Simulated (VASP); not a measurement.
Runs of VASP 6.6.1 on BaZrO3. It takes space group Pm-3m (No. 221, cubic). The conventional cell has a = 4.191 Å, b = 4.191 Å, c = 4.191 Å, α = 90.00°, β = 90.00°, γ = 90.00°. Ba (site symmetry m-3m) has 12 O at 2.96 Å as nearest neighbours. Zr (site symmetry m-3m) is surrounded by 6 O at 2.10 Å. O (site symmetry 4/mmm) has 2 Zr at 2.10 Å as nearest neighbours. 

| level | potentials or basis | gap on the mesh (eV) | pressure (GPa) | relaxed volume (Å³/atom) |
| --- | --- | --- | --- | --- |
| r2SCAN | VASP PAW PBE potentials, release 64 (Ba_sv, Zr_sv, O) | 3.67 | -0.1 | (b) |
| RPBE | VASP PAW PBE potentials, release 64 (Ba_sv, Zr_sv, O) | 3.11 | 0.0 | (c) |
| PBE | VASP PAW PBE potentials, release 64 (Ba_sv, Zr_sv, O) | 3.12 | 0.0 | 15.19 |
| LDA | VASP PAW LDA potentials, release 64 (Ba_sv, Zr_sv, O) | 3.12 | 0.0 | 14.38 |
| AM05 | VASP PAW PBE potentials, release 64 (Ba_sv, Zr_sv, O) | 3.12 | 0.0 | 14.76 |
| PBE+D3(BJ) | VASP PAW PBE potentials, release 64 (Ba_sv, Zr_sv, O) | (a) | 0.0 | 14.93 |
| PBEsol | VASP PAW PBE potentials, release 64 (Ba_sv, Zr_sv, O) | 3.11 | 0.0 | 14.71 |

Alike in all rows: task relaxation of cell and atoms; no spin polarisation; cell relaxed; k mesh 6 × 6 × 6; cutoff (eV) 600; smearing gaussian 0.03 eV.

**Question.** Fill in the values left out.

**Answer.** (a) 3.16; (b) 14.95; (c) 15.56.

Caveats: spin-orbit coupling is left out, which moves the levels of the heavy elements; the PAW data sets were made with another functional, which shifts forces and pressure a little (some runs).

A k mesh can miss the band edges, and the runs leave out spin-orbit coupling on Ba, Zr.

Not every run made on this cell is shown here.
